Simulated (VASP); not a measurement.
# Rb (Fm-3m) in VASP: a series of runs

The runs below take Rb through single point, with r2SCAN.

Program: VASP 6.6.1. These are calculated values, not measurements. Logs are shortened: lines on timing, memory, paths and dates and some standing lists are left out, and cuts for length are marked.

## Step 1: The structure

Symmetry: Fm-3m, No. 225, cubic system. The conventional cell has a = 7.280 Å, b = 7.280 Å, c = 7.280 Å, α = 90.00°, β = 90.00°, γ = 90.00°.

This isn't the form of Rb at room conditions, which is bcc.

## Step 2: Single point, r2SCAN

The input, INCAR:

```
SYSTEM = Rb
PREC = Accurate
ENCUT = 400
EDIFF = 1E-6
ISMEAR = 1
SIGMA = 0.2
LREAL = .FALSE.
LASPH = .TRUE.
NELM = 100
ALGO = Normal
ISIF = 2
LWAVE = .FALSE.
LCHARG = .FALSE.
METAGGA = R2SCAN
LMIXTAU = .TRUE.
ADDGRID = .FALSE.
```

The input, KPOINTS:

```
regular mesh
0
G
  6 6 6
  0 0 0
```

The input, POSCAR:

```
Rb
1.0
    0.0000000000      3.6398846700      3.6398846700
    3.6398846700      0.0000000000      3.6398846700
    3.6398846700      3.6398846700      0.0000000000
Rb
1
Direct
    0.0000000000      0.0000000000      0.0000000000
```

Potentials or basis: VASP PAW PBE potentials, release 64 (Rb_sv).

Run with:

```sh
$ cat potpaw_PBE.64/Rb_sv/POTCAR > POTCAR
$ mpirun -np 1 vasp_std > vasp.out
```

OUTCAR:

```text
SYSTEM = Rb
   PREC = Accurate
   ENCUT = 400
   EDIFF = 1E-6
   ISMEAR = 1
   LREAL = .FALSE.
   LASPH = .TRUE.
   NELM = 100
   ISIF = 2
   METAGGA = R2SCAN

 Found     16 irreducible k-points:

 Following reciprocal coordinates:
            Coordinates               Weight
  0.000000  0.000000  0.000000      1.000000
  0.166667  0.000000  0.000000      8.000000
  0.333333  0.000000  0.000000      8.000000
  0.500000  0.000000  0.000000      4.000000
  0.166667  0.166667  0.000000      6.000000
  0.333333  0.166667  0.000000     24.000000
   k-points           NKPTS =     16   k-points in BZ     NKDIM =     16   number of bands    NBANDS=      8
   number of dos      NEDOS =    301   number of ions     NIONS =      1
   total plane-waves  NPLWV =  46656
   dimension x,y,z NGX =    36 NGY =   36 NGZ =   36
   dimension x,y,z NGXF=    72 NGYF=   72 NGZF=   72
   ions per type =               1
   NGX,Y,Z   is equivalent  to a cutoff of  11.63, 11.63, 11.63 a.u.
   NGXF,Y,Z  is equivalent  to a cutoff of  23.25, 23.25, 23.25 a.u.
 SYSTEM =  Rb
   PREC   = accura    normal or accurate (medium, high low for compatibility)
   ISTART =      0    job   : 0-new  1-cont  2-samecut
   ICHARG =      2    charge: 1-file 2-atom 10-const
   ISPIN  =      1    spin polarized calculation?
   LNONCOLLINEAR =      F non collinear calculations
   LSORBIT =      F    spin-orbit coupling
   LASPH  =      T    aspherical Exc in radial PAW
   ENCUT  =  400.0 eV  29.40 Ry    5.42 a.u.   8.39  8.39  8.39*2*pi/ulx,y,z
   NELM   =    100;   NELMIN=  2; NELMDL= -5     # of ELM steps
   EDIFF  = 0.1E-05   stopping-criterion for ELM
   LREAL  =      F    real-space projection
   EDIFFG = 0.1E-04   stopping-criterion for IOM
   NSW    =      0    number of steps for IOM
   IBRION =     -1    ionic relax: 0-MD 1-quasi-New 2-CG
   NFREE  =      0    steps in history (QN), initial steepest desc. (CG)
   ISIF   =      2    stress and relaxation
   ISYM   =      2    0-nonsym 1-usesym 2-fastsym
   POTIM  = 0.5000    time-step for ionic-motion
   TEBEG  =    0.0;   TEEND  =   0.0 temperature during run
   PSTRESS=    0.0 pullay stress
   NELECT =       9.0000    total number of electrons
   NUPDOWN=      -1.0000    fix difference up-down
   EMIN   =  10.00;   EMAX   =-10.00  energy-range for DOS
   EFERMI =   0.00;   METHOD = LEGACY
   ISMEAR =     1;   SIGMA  =   0.20  broadening in eV -4-tet -1-fermi 0-gaus
   EFERMI_NEDOS =   21; number of points for ismear=-14 and -15
   IALGO  =     38    algorithm
   IMIX   =      4    mixing-type and parameters
     AMIX     =   0.40;   BMIX     =  1.00
     AMIX_MAG =   1.60;   BMIX_MAG =  1.00
  volume/ion in A,a.u.               =      96.45       650.86
  Fermi-wavevector in a.u.,A,eV,Ry     =   0.742548  1.403213  7.501953  0.551378
  Thomas-Fermi vector in A             =   1.837453
   LORBIT       =      0    0 simple, 1 ext, 2 COOP (PROOUT), +10 PAW based schemes
   METAGGA = R2SCAN    functional components
   LHFCALC =     F    Hartree Fock is set to
   AEXX    =    0.0000 exact exchange contribution
   IVDW    =     0    specifies the selected vdW correction
   LEPSILON=     F    determine dielectric tensor
   LRPA    =     F    only Hartree local field effects (RPA)
 non-spin polarized calculation
 Methfessel and Paxton  Order N= 1 SIGMA  =   0.20
  energy-cutoff  :      400.00
  volume of cell :       96.45
 maximum number of plane-waves:      1807
 NGX is ok and might be reduce to    36
   NGX = 17   NGY = 17   NGZ = 17

 number of electron       9.0000000 magnetization

 Free energy of the ion-electron system (eV)
  ---------------------------------------------------
  ext. energy  EPLUGINS =         0.00000000
  ---------------------------------------------------
  free energy    TOTEN  =       -13.91051420 eV

  energy without entropy =      -13.91228325  energy(sigma->0) =      -13.91110388

 E-fermi :  -0.1155     XC(G=0):  -5.5823

 val. band max:       -0.2016622956   @ k =   0.5000   0.3333   0.1667
 cond. band min:       0.1162447508   @ k =   0.5000   0.1667   0.0000
 fundamental gap:      0.3179070464
 Fermi energy:        -0.1154554895

 k-point     1 :       0.0000    0.0000    0.0000
  band No.  band energies     occupation
      1     -30.1648      2.00000
      2     -13.6593      2.00000
      3     -13.6593      2.00000
      4     -13.6593      2.00000
      5      -2.0781      2.00000
      6       3.8947      0.00000
      7       3.8947      0.00000
      8       3.8947      0.00000

 k-point     2 :       0.1667    0.0000    0.0000
  band No.  band energies     occupation
      1     -30.1640      2.00000
      2     -13.6796      2.00000
      3     -13.6620      2.00000
      4     -13.6620      2.00000
      5      -1.7687      2.00000
      6       3.0717     -0.00000
      7       3.9821      0.00000
      8       3.9821      0.00000

 k-point     3 :       0.3333    0.0000    0.0000
  band No.  band energies     occupation
      1     -30.1624      2.00000
      2     -13.7196      2.00000
      3     -13.6674      2.00000
      4     -13.6674      2.00000
      5      -0.9057      2.00000
      6       1.7386     -0.00000
      7       3.8123     -0.00000
      8       3.8123     -0.00000

 k-point     4 :       0.5000    0.0000    0.0000
  band No.  band energies     occupation
      1     -30.1616      2.00000
      2     -13.7393      2.00000
      3     -13.6701      2.00000
      4     -13.6701      2.00000
      5       0.2068     -0.04508
      6       0.4857     -0.00018
      7       3.6546     -0.00000
      8       3.6546     -0.00000

 k-point     5 :       0.1667    0.1667    0.0000
  band No.  band energies     occupation
      1     -30.1637      2.00000
      2     -13.6790      2.00000
      3     -13.6665      2.00000
      4     -13.6665      2.00000
      5      -1.6674      2.00000
      6       3.1078     -0.00000
      7       3.9635      0.00000
      8       3.9635      0.00000

 k-point     6 :       0.3333    0.1667    0.0000
  band No.  band energies     occupation
      1     -30.1624      2.00000
      2     -13.7082      2.00000
      3     -13.6731      2.00000
      4     -13.6728      2.00000
      5      -0.9930      2.00000
      6       2.2335     -0.00000
      7       3.2315     -0.00000
      8       3.9688      0.00000

 [... further k-points ...]

------------------------ aborting loop because EDIFF is reached ----------------------------------------

  FORCE on cell =-STRESS in cart. coord.  units (eV):
  Direction    XX          YY          ZZ          XY          YZ          ZX
  --------------------------------------------------------------------------------------
  -------------------------------------------------------------------------------------
  Total       -0.0098838     -0.0098838     -0.0098838     -0.0000000      0.0000000     -0.0000000
  in kB       -0.1641879     -0.1641879     -0.1641879     -0.0000000      0.0000000     -0.0000000
  external PRESSURE =      -0.1641879 kB  Pullay stress =       0.0000000 kB

 VOLUME and BASIS-vectors are now :
 -----------------------------------------------------------------------------
  energy-cutoff  :      400.00
  volume of cell :       96.45
      direct lattice vectors                 reciprocal lattice vectors
     0.000000000  3.639884670  3.639884670    -0.137366990  0.137366990  0.137366990
     3.639884670  0.000000000  3.639884670     0.137366990 -0.137366990  0.137366990
     3.639884670  3.639884670  0.000000000     0.137366990  0.137366990 -0.137366990

 POSITION                                       TOTAL-FORCE (eV/Angst)
 -----------------------------------------------------------------------------------
      0.00000      0.00000      0.00000         0.000000      0.000000      0.000000
 -----------------------------------------------------------------------------------
    total drift:                               -0.000000      0.000000      0.000000

  FREE ENERGIE OF THE ION-ELECTRON SYSTEM (eV)
  ---------------------------------------------------
  free  energy   TOTEN  =       -13.9105141976 eV

  energy  without entropy=      -13.9122832499  energy(sigma->0) =      -13.91110388
```

Run time: 58 s. Hardware: 1 thread of Intel Xeon 6975P-C (Granite Rapids), shared host; peak memory 0.21 GiB.

These settings aren't checked as converged: the numbers below hold their error.

What came out:

* Free energy: -13.9105 eV
* Pressure: 0.0 GPa
* Band gap on the k mesh: none (metal or under the smearing width)

Caveat: the PAW data sets were made with another functional, which shifts forces and pressure a little.

## Step 3: Single point, r2SCAN

INCAR is that of step 2.

KPOINTS is that of step 2.

The input, POSCAR:

```
Rb
1.0
    0.0790870000      3.6559800000      3.6130310000
    3.6559400000      0.0406780000      3.6514400000
    3.6810400000      3.7194890000      0.0155780000
Rb
1
Direct
   -0.0191540000      0.0033960000      0.0084760000
```

Potentials or basis: VASP PAW PBE potentials, release 64 (Rb_sv).

Run with:

```sh
$ cat potpaw_PBE.64/Rb_sv/POTCAR > POTCAR
$ mpirun -np 1 vasp_std > vasp.out
```

Wall time 5 min (1 thread of Intel Xeon 6975P-C (Granite Rapids), shared host); peak memory 0.24 GiB.

The run converged, but some of its settings lie outside the range that counts as converged, so its numbers aren't taken as properties of the crystal.

Results:

```
Free energy            : -13.9098 eV
Pressure               : -0.1 GPa
Band gap on the k mesh : none (metal or under the smearing width)
```

Caveat: the PAW data sets were made with another functional, which shifts forces and pressure a little.

## Step 4: Single point, r2SCAN

INCAR: that of step 3 with these lines changed.

```diff
@@ -2,3 +2,3 @@
 PREC = Accurate
-ENCUT = 400
+ENCUT = 450
 EDIFF = 1E-6
```

KPOINTS is that of step 3.

The input, POSCAR:

```
Rb
1.0
    0.0000000000      3.6398846700      3.6398846700
    3.6398846700      0.0000000000      3.6398846700
    3.6398846700      3.6398846700      0.0000000000
Rb
1
Direct
    0.0000000000      0.0000000000      0.0000000000
```

Run with:

```sh
$ cat potpaw_PBE.64/Rb_sv/POTCAR > POTCAR
$ mpirun -np 1 vasp_std > vasp.out
```

It took 43 s on 1 thread of Intel Xeon 6975P-C (Granite Rapids), shared host; peak memory 0.21 GiB.

The run converged, but some of its settings lie outside the range that counts as converged, so its numbers aren't taken as properties of the crystal.

What came out:

```yaml
Free_energy: -13.9102 eV
Pressure: 0.0 GPa
Band_gap_on_the_k_mesh: none (metal or under the smearing width)
```

Caveat: the PAW data sets were made with another functional, which shifts forces and pressure a little.
